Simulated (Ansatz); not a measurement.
# MnO2 (Pmmn) in Ansatz: a series of runs

One crystal, MnO2, is run at these levels: PBEsol; tasks: single point.

Everything below comes from runs of Ansatz 0.2.0. Logs are shortened: lines on timing, memory, paths and dates and some standing lists are left out, and cuts for length are marked.

### 1 Starting point

It takes space group Pmmn (No. 59, orthorhombic). The conventional cell has a = 2.904 Å, b = 3.845 Å, c = 6.164 Å, α = 90.00°, β = 90.00°, γ = 90.00°. Mn (site symmetry mm2) has 6 O at 1.83 to 2.05 Å as nearest neighbours. Around O (site symmetry mm2) lie 2 Mn at 1.83 Å. O (site symmetry mm2) has 4 Mn at 1.98 to 2.05 Å as nearest neighbours.

Measurements of this composition are mostly on another form, of space group No. 136.

### 2 Single point, PBEsol, collinear spin, ferromagnetic start

Input file input.yaml:

```yaml
crystal:
  lattice:
    - [2.904158, 0.0, 0.0]
    - [0.0, 3.84481, 0.0]
    - [0.0, 0.0, 6.164264]
  atoms:
    - { symbol: Mn, position: [0.5, 0.5, 0.3433015], spin: 3.0 }
    - { symbol: Mn, position: [0.0, 0.0, 0.6566985], spin: 3.0 }
    - { symbol: O, position: [0.5, 0.0, 0.8375675] }
    - { symbol: O, position: [0.0, 0.5, 0.1624325] }
    - { symbol: O, position: [0.5, 0.0, 0.4217995] }
    - { symbol: O, position: [0.0, 0.5, 0.5782005] }
hamiltonian:
  xc: pbesol
  pseudopotentials: { kind: paw }
magnetization:
  spin_polarized: true
  initial_magnetization: 6.0
  spin_locking: { lock_magnetization: hard }
kpoints:
  mp_grid: { grid: [8, 6, 4] }
scf:
  occupations: { method: fermi_dirac, width: 0.05 }
  lower_state_search: "off"
output:
  forces: true
  stress: true
  eigenvalues: true
```

Potentials or basis: Ansatz PAW.

Launch:

```sh
> ansatz run input.yaml --threads 2 --pin off --max-ram 5632MiB --backend cpu --events-out ev --progress --plain --runs-dir out
```

The log of the run:

```text
Warning: output.stress: scf.convergence.dr2_threshold = 1e-7 eV (the SCF's general default) is looser than the 6e-10 eV advised for a printed stress (1e-10 eV for each atom of the cell: 6). What an SCF threshold leaves in a stress goes as its square root, and in the free energy as the threshold itself, and one threshold admits the most on a small cell: of the crystals measured, under no hybrid functional and no lock of the moments, on runs that ended without the residual-converged pass, on stresses that held no estimate of that error, the worst erred by over 100 MPa in a component at 1e-7 eV an atom and by under 5 at 1e-10. Set scf.convergence.dr2_threshold to 6e-10 eV or tighter. The threshold is an SCF's pass mark: one that does not reach it within its budget of iterations ends unconverged, or closes short of it on a stop that the run arms, and scf.convergence.dr2_threshold's page says what that costs each kind of run
Warning: RAYON_NUM_THREADS=2 ignored (pool sized by the plan → 2); use --threads N
Engine: ansatz 0.2.0, aarch64-unknown-linux-gnu
Pseudopotentials: kind: paw
Pseudopotential: Mn, paw, valence charge 15, recommended cutoff 420 eV (normal), Mn.paw.azcp
Pseudopotential: O, paw, valence charge 6, recommended cutoff 420 eV (normal), O.paw.azcp
Functional definition: PBEsol
  exchange = pbesol_x
  correlation = pbesol_c
Crystal: 6 atoms, lattice volume = 68.830 Å³
Basis set: ecut = 420 eV, 1337 PW (Γ), exchange–correlation on 40×54×90 points (8 copies of the dense FFT grid, shifted against one another)
Bands: 36, of which v1, the nominal top of the filled ones, is band 27 counted from 1 (26 counted from 0)
Symmetry: 8 space group operations
Space group: Pmmn (ITA 59), of the structure as read, at distance tolerance 4.1e-5 Å
Magnetic group: BNS 59.405 (UNI 503), of the structure as read, at distance tolerance 4.1e-5 Å
k-points: 60 of 192
Non-local potential: Mn, projectors of the file, l = 0: 3, l = 1: 2, l = 2: 3, l = 3: 1
Non-local potential: O, projectors of the file, l = 0: 2, l = 1: 2, l = 2: 1
PAW form: soft (Blöchl's): semilocal exchange-correlation on the pseudo side does not see the compensation charge
PAW frozen core: Mn, regenerated for the run's functional, and the local potential with it (the file was generated under x = pbe(κ = 0.804, μ = 0.2195149727645171), c = pbe(β = 0.06672455060314922))
PAW frozen core: O, regenerated for the run's functional, and the local potential with it (the file was generated under x = pbe(κ = 0.804, μ = 0.2195149727645171), c = pbe(β = 0.06672455060314922))
PAW one-centre angular grid: Mn, 590 points (default); XC on 64 Gauss nodes
PAW one-centre angular grid: O, 110 points (default); XC on 64 Gauss nodes
Initial density: superposition of atomic densities (chi_scale 0.1, normalization cell, long waves kept (reshape's long-wave potential 0.46 eV rms))
Starting moments: Σ|m| = 6 μB on 2 of 6 sites
Initial wavefunctions: pseudopotential atomic-orbital guess
Functional: x = pbesol(κ = 0.804, μ = 0.12345679012345678), c = pbesol(β = 0.046)
SCF iter   1: F=—  HF=-9988.362139 eV  |F-HF|=—  |Δ(HF+E_count)|=         —  Δρ=2.69e-1 (↑1.61e-1 ↓2.69e-1)  dr2=1.58e2  dr2_m=2.22e0  M=6.000 μB ∫|m|=6.000 μB  β_m=0.30  ethr=3.10e-3  ⟨swp⟩=6.6  Hψ=16910  notcnv=0
preconditioner: auto → Kerker (q_TF=auto, 2.620 Å⁻¹)  [metal: Δε(μ)=0.003 eV  Ē_g=9.623 eV  σ=0.050 eV  W_gap=0.01  n_scr=20 (ndim 8)  ℏωp=27.6 eV  f_vac=0.088  D(μ)=7.20/eV (n_scr^D=88)]
spin=Collinear: Kerker preconditioning applied to the charge; magnetization (m = ρ↑ − ρ↓) channel mixes plain (no charge-response kernel on spin).
SCF iter   2: F=—  HF=-9984.148840 eV  |F-HF|=—  |Δ(HF+E_count)|=    4.21e0  Δρ=1.26e-1 (↑1.24e-1 ↓1.26e-1)  dr2=3.15e1  dr2_m=5.85e-1  M=6.000 μB ∫|m|=6.066 μB  β_m=0.25  ethr=3.10e-3  ⟨swp⟩=4.0  Hψ=12087  notcnv=0  defer=114
SCF iter   3: F=—  HF=-9980.041640 eV  |F-HF|=—  |Δ(HF+E_count)|=    4.11e0  Δρ=5.72e-2 (↑5.46e-2 ↓5.72e-2)  dr2=5.01e0  dr2_m=3.52e-1  M=6.000 μB ∫|m|=6.124 μB  β_m=0.62  ethr=3.10e-3  ⟨swp⟩=3.0  Hψ=10020  notcnv=0  defer=129
SCF iter   4: F=—  HF=-9980.685444 eV  |F-HF|=—  |Δ(HF+E_count)|=   6.44e-1  Δρ=5.10e-2 (↑4.86e-2 ↓5.10e-2)  dr2=1.06e1  dr2_m=2.65e-2  M=6.000 μB ∫|m|=6.195 μB  β_m=0.63  ethr=3.10e-3  ⟨swp⟩=3.1  Hψ=9625  notcnv=0  defer=140
SCF iter   5: F=—  HF=-9980.220344 eV  |F-HF|=—  |Δ(HF+E_count)|=   4.65e-1  Δρ=3.92e-2 (↑2.28e-2 ↓3.92e-2)  dr2=3.13e0  dr2_m=5.07e-2  M=6.000 μB ∫|m|=6.314 μB  β_m=0.49  ethr=3.10e-3  ⟨swp⟩=2.1  Hψ=6268  notcnv=0  defer=133
SCF iter   6: F=—  HF=-9979.927227 eV  |F-HF|=—  |Δ(HF+E_count)|=   2.93e-1  Δρ=2.18e-2 (↑7.11e-3 ↓2.18e-2)  dr2=8.75e-1  dr2_m=5.09e-2  M=6.000 μB ∫|m|=6.337 μB  β_m=0.55  ethr=3.10e-3  ⟨swp⟩=2.0  Hψ=5246  notcnv=0  defer=133
SCF iter   7: F=—  HF=-9979.961834 eV  |F-HF|=—  |Δ(HF+E_count)|=   3.46e-2  Δρ=2.32e-2 (↑1.34e-2 ↓2.32e-2)  dr2=1.28e0  dr2_m=2.71e-2  M=6.000 μB ∫|m|=6.309 μB  β_m=0.57  ethr=1.62e-3  ⟨swp⟩=2.0  Hψ=5704  notcnv=0  defer=133
SCF iter   8: F=—  HF=-9979.871173 eV  |F-HF|=—  |Δ(HF+E_count)|=   9.07e-2  Δρ=8.32e-3 (↑4.80e-3 ↓8.32e-3)  dr2=1.52e-1  dr2_m=3.95e-3  M=6.000 μB ∫|m|=6.280 μB  β_m=0.67  ethr=1.62e-3  ⟨swp⟩=2.0  Hψ=5104  notcnv=0  defer=133
SCF iter   9: F=—  HF=-9979.861664 eV  |F-HF|=—  |Δ(HF+E_count)|=   9.51e-3  Δρ=2.30e-3 (↑1.10e-3 ↓2.30e-3)  dr2=1.01e-2  dr2_m=6.16e-4  M=6.000 μB ∫|m|=6.262 μB  β_m=0.75  ethr=2.81e-4  ⟨swp⟩=2.0  Hψ=5595  notcnv=0  defer=147
SCF iter  10: F=—  HF=-9979.861711 eV  |F-HF|=—  |Δ(HF+E_count)|=   4.71e-5  Δρ=8.91e-4 (↑4.93e-4 ↓8.91e-4)  dr2=1.62e-3  dr2_m=4.35e-5  M=6.000 μB ∫|m|=6.250 μB  β_m=0.82  ethr=1.87e-5  ⟨swp⟩=1.8  Hψ=5060  notcnv=0  defer=146
SCF iter  11: F=—  HF=-9979.861626 eV  |F-HF|=—  |Δ(HF+E_count)|=   8.55e-5  Δρ=1.29e-4 (↑1.29e-4 ↓1.01e-4)  dr2=3.32e-5  dr2_m=9.92e-7  M=6.000 μB ∫|m|=6.247 μB  β_m=0.91  ethr=3.00e-6  ⟨swp⟩=1.9  Hψ=4974  notcnv=0  defer=145
SCF iter  12: F=—  HF=-9979.861645 eV  |F-HF|=—  |Δ(HF+E_count)|=   1.88e-5  Δρ=3.16e-5 (↑2.80e-5 ↓3.16e-5)  dr2=3.95e-6  dr2_m=2.53e-8  M=6.000 μB ∫|m|=6.246 μB  β_m=0.95  ethr=6.15e-8  ⟨swp⟩=2.0  Hψ=5986  notcnv=0  defer=145
SCF iter  13: F=—  HF=-9979.861647 eV  |F-HF|=—  |Δ(HF+E_count)|=   1.83e-6  Δρ=2.52e-5 (↑2.52e-5 ↓2.15e-5)  dr2=1.81e-6  dr2_m=6.34e-9  M=6.000 μB ∫|m|=6.246 μB  β_m=0.98  ethr=7.32e-9  ⟨swp⟩=2.1  Hψ=5513  notcnv=0  defer=145
SCF iter  14: F=—  HF=-9979.861647 eV  |F-HF|=—  |Δ(HF+E_count)|=   2.83e-7  Δρ=1.58e-5 (↑1.58e-5 ↓1.49e-5)  dr2=5.64e-7  dr2_m=3.47e-9  M=6.000 μB ∫|m|=6.246 μB  β_m=0.77  ethr=3.35e-9  ⟨swp⟩=2.5  Hψ=5962  notcnv=0  defer=145
SCF iter  15: F=-9979.861647 eV  HF=-9979.861647 eV  |F-HF|=2.34e-9  |Δ(HF+E_count)|=   6.16e-8  Δρ=3.41e-6 (↑2.70e-6 ↓3.41e-6)  dr2=2.32e-8  dr2_m=9.45e-10  M=6.000 μB ∫|m|=6.246 μB  ethr=1.85e-10  ⟨swp⟩=7.6  Hψ=17839  notcnv=0
SCF 1 converged in 15 iterations: F = -9979.861647 eV  dr2 = 2.32e-8
SCF converged after 15 iterations
Stability checked in part: among states of this total moment the steps that led to this state did not find it unstable. No probe was made; neither looks for a lower state of another moment (fixed_total_moment; see scf.lower_state_search)
Magnetization: 6.0000 μB (30.0000 up, 24.0000 down)
Absolute magnetization: 6.2666 μB (∫|ρ↑−ρ↓|, with the PAW one-centre terms)
Spin contamination: 0.1078 ħ² per cell (⟨S²⟩ above its minimum at these occupations)
Per-site moments (μB) at R_I (Å): [(2.406565960277546, 0.7551780635326026), (2.4065659602775464, 0.7551780635326026), (0.11537556166131359, 0.7551780635326026), (0.11537556166131362, 0.7551780635326026), (-0.0017815478556231757, 0.8177268280132386), (-0.0017815478556228483, 0.8177268280132386)]
Free energy (F): -9979.861647 eV
Harris-Foulkes:  -9979.861647 eV  (|F-HF|=2.34e-9)
Internal energy: -9979.855495 eV  (E = F + TS)
E sigma→0 (E₀):  -9979.858571 eV
Entropy (-TS):   -0.006152 eV (-1.025 meV/atom)
Fermi energy:    7.453912 (↑ 7.453912, ↓ 7.025634) eV
--- Per-component energies (eV) ---
  E_band       = -757.630992
  E_kinetic    = 1288.253172
  E_local      = -7310.980613  (includes V_loc(G=0)·N_el)
  E_nonlocal   = 672.645172
  E_hartree    = 2984.904293
  E_xc         = -512.250226
  E_vxc        = -657.573323  (∫ρ·V_xc dr)
  E_paw        = -3139.800266  (= ΣΔE_a)
  E_vpaw       = -719.802232  (= ΣTr[D̂ρ^β])
  E_aug_tail   = 0.009544  (compensation charges beyond the density's cutoff)
  E_ewald      = -3963.117022
  E_core_change = 0.480452  (= ΣΔE_core)
  E_smearing   = -0.006152  (= −TS)
  E_closure    = 0.000000  (closes the sum)
  Σ components = -9979.861647   (vs F -9979.861647, Δ=0.00e0)
--- Forces (eV/Å), atoms counted from 1 ---
  atom   1  Mn     0.00000000    -0.00000000    -0.34507846
  atom   2  Mn    -0.00000000     0.00000000     0.34507846
  atom   3  O      0.00000000    -0.00000000    -1.18331187
  atom   4  O     -0.00000000     0.00000000     1.18331187
  atom   5  O     -0.00000000     0.00000000     0.23457985
  atom   6  O      0.00000000    -0.00000000    -0.23457985
  max |Σ_I F_I| component: 0.00e0 eV/Å
--- Stress (GPa, compression-positive) ---
      -18.758955      -0.000000       0.000000
       -0.000000     -10.897514      -0.000000
        0.000000      -0.000000     -10.627821
  P = ⅓ Tr σ = -13.4281 GPa (-134.281 kbar)
--- Band table (eV; the first three rows and the last of 120) ---
  k-point 0 ↑: bands = ["-74.1220", "-74.1159", "-42.9659", "-42.9406", "-42.9373", "-42.9085", "-42.9033", "-42.8902", "-12.4069", "-10.6526", "-10.1542", "-10.1185", "0.3586", "1.2111", "1.3305", "1.6742", "2.2059", "3.4895", "3.8454", "3.9026", "4.1460", "4.5029", "4.6065", "4.7629", "5.1309", "5.6720", "6.0727", "6.5317", "7.3181", "7.5998", "8.0144", "8.1020", "9.6137", "9.9523", "13.4572", "16.9863"]
  k-point 1 ↑: bands = ["-74.1220", "-74.1159", "-42.9659", "-42.9405", "-42.9373", "-42.9085", "-42.9033", "-42.8902", "-12.3944", "-10.6559", "-10.3188", "-9.9654", "0.3584", "1.1555", "1.4844", "1.6893", "2.1742", "3.5101", "3.7037", "4.0895", "4.1831", "4.4220", "4.4712", "4.7633", "5.1304", "5.6571", "6.0614", "6.5646", "7.2083", "7.6983", "7.8383", "8.2081", "9.5464", "10.0093", "13.9192", "16.2374"]
  k-point 2 ↑: bands = ["-74.1220", "-74.1159", "-42.9659", "-42.9405", "-42.9373", "-42.9086", "-42.9033", "-42.8902", "-12.3816", "-10.6609", "-10.3956", "-9.8987", "0.3583", "1.1500", "1.5877", "1.7060", "2.1413", "3.5787", "3.6418", "4.1922", "4.2211", "4.2212", "4.4149", "4.7637", "5.1300", "5.6419", "6.0617", "6.5767", "7.1304", "7.7446", "7.7646", "8.2460", "9.4926", "10.0528", "14.9105", "15.1178"]
  k-point 59 ↓: bands = ["-70.9712", "-70.9712", "-40.1134", "-40.1134", "-39.7857", "-39.7857", "-39.7708", "-39.7708", "-10.8156", "-10.8156", "-9.6868", "-9.6868", "0.5100", "0.5100", "2.7857", "2.7857", "3.0789", "3.0789", "3.3446", "3.3446", "4.8515", "4.8515", "5.6136", "5.6136", "8.1519", "8.1519", "8.6520", "8.6520", "9.4847", "9.4847", "10.2915", "10.2915", "10.7090", "10.7090", "19.0521", "19.0521"]
```

It took 15 s on 2 threads of Arm Neoverse V1, shared host; peak memory 0.47 GiB.

What came out:

| Property | Result |
| --- | --- |
| Free energy | -9979.8616 eV |
| Pressure | -13.4 GPa |
| Largest force | 1.183 eV/Å |
| Net moment | 6.00 μB per cell |
| Absolute moment | 6.27 μB per cell |
| Site moments | Mn +2.41; O +0.12, -0.00 μB |

Forces on the atoms (eV/Å):
```
Mn   0.000  0.000 -0.345
Mn   0.000  0.000  0.345
O    0.000  0.000 -1.183
O    0.000  0.000  1.183
O    0.000  0.000  0.235
O    0.000  0.000 -0.235
```

Caveat: the pressure holds a Pulay correction of +0.8 GPa for the finite cutoff; the total moment is fixed, so each spin has its own Fermi level; only a ferromagnetic start was run, and an antiferromagnetic order may lie lower in energy; the PAW data sets come from PBE, with cores solved anew for the run's functional, which leaves a small shift of forces and pressure; forces of over 1 eV/Å show positions far from the minimum, so gaps and moduli don't describe the material at rest; the thresholds are loose for stress.

### 3 Single point, PBEsol, collinear spin, ferromagnetic start

Edit input.yaml of step 2 so:

```diff
@@ -6,4 +6,4 @@
   atoms:
-    - { symbol: Mn, position: [0.5, 0.5, 0.3433015], spin: 3.0 }
-    - { symbol: Mn, position: [0.0, 0.0, 0.6566985], spin: 3.0 }
+    - { symbol: Mn, position: [0.5, 0.5, 0.3433015], spin: 4.0 }
+    - { symbol: Mn, position: [0.0, 0.0, 0.6566985], spin: 4.0 }
     - { symbol: O, position: [0.5, 0.0, 0.8375675] }
@@ -17,3 +17,3 @@
   spin_polarized: true
-  initial_magnetization: 6.0
+  initial_magnetization: 8.0
   spin_locking: { lock_magnetization: hard }
```

Potentials or basis: Ansatz PAW.

Launch:

```sh
> ansatz run input.yaml --threads 2 --pin off --max-ram 5632MiB --backend cpu --events-out ev --progress --plain --runs-dir out
```

Wall time 15 s (2 threads of Arm Neoverse V1, shared host); peak memory 0.48 GiB.

It converged, with:

* Free energy: -9977.5958 eV
* Pressure: -0.3 GPa
* Largest force: 0.840 eV/Å
* Net moment: 8.00 μB per cell
* Absolute moment: 8.01 μB per cell
* Site moments: Mn +2.73; O +0.43, +0.19 μB

Forces on the atoms (eV/Å):
```
Mn   0.000  0.000  0.840
Mn   0.000  0.000 -0.840
O    0.000  0.000  0.264
O    0.000  0.000 -0.264
O    0.000  0.000 -0.140
O    0.000  0.000  0.140
```

Stress tensor (GPa, compression positive):
```
 1.04  0.00  0.00
 0.00  0.56  0.00
 0.00  0.00 -2.40
```

Caveat: the pressure holds a Pulay correction of +0.8 GPa for the finite cutoff; the total moment is fixed, so each spin has its own Fermi level; only a ferromagnetic start was run, and an antiferromagnetic order may lie lower in energy; the PAW data sets come from PBE, with cores solved anew for the run's functional, which leaves a small shift of forces and pressure; the thresholds are loose for stress.

(Continued in part 2 of 2.)
